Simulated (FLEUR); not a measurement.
The system is KBr.

```
Br K
1.0
     0.00000    3.30000    3.30000
     3.30000    0.00000    3.30000
     3.30000    3.30000    0.00000
Br K
1 1
Direct
  0.50000 0.50000 0.50000
  0.00000 0.00000 0.00000
```

- Program: FLEUR MaX-R8.1 (later development tree)
- Task: single point
- Functional: PBE
- Potentials or basis: all-electron
- Basis: FLAPW
- Kmax: 3.8 1/bohr
- k mesh: 7 × 7 × 7
- Occupations: fermi-dirac, width 0.05 eV
- Spin: no spin polarisation
- Gmax: 11.8 1/bohr
- Muffin-tin radii: Br 2.66, K 2.66 bohr
- lmax: Br 11, K 11
- Local orbitals a species: Br 5, K 5
- Max iterations: 60
- Mixing factor: 0.05
- Mixer: Anderson
- Mixer history: 15
- Density convergence: 1e-05 me/bohr^3

On this cell: largest force zero by symmetry; band gap on the k mesh 4.44 eV, direct.

The same run follows on a disturbed copy (atoms moved at random, drawn with an rms of 0.05 Å):

```
CELL_PARAMETERS angstrom
0.00000 3.30000 3.30000
3.30000 0.00000 3.30000
3.30000 3.30000 0.00000
ATOMIC_POSITIONS crystal
Br 0.49814 0.50499 0.50480
K 0.99673 0.01319 0.99466
```

**Question.** What changes?

**Answer.** The energy moves by +0.6 meV/atom; largest force 0.056 eV/Å; band gap on the k mesh 4.44 eV, direct.

Forces in eV/Å, atoms in the order of the input:
```
Br  -0.008 -0.047  0.027
K    0.008  0.048 -0.028
```

Caveats: an odd mesh through Γ misses points on the zone boundary, where band edges often lie.
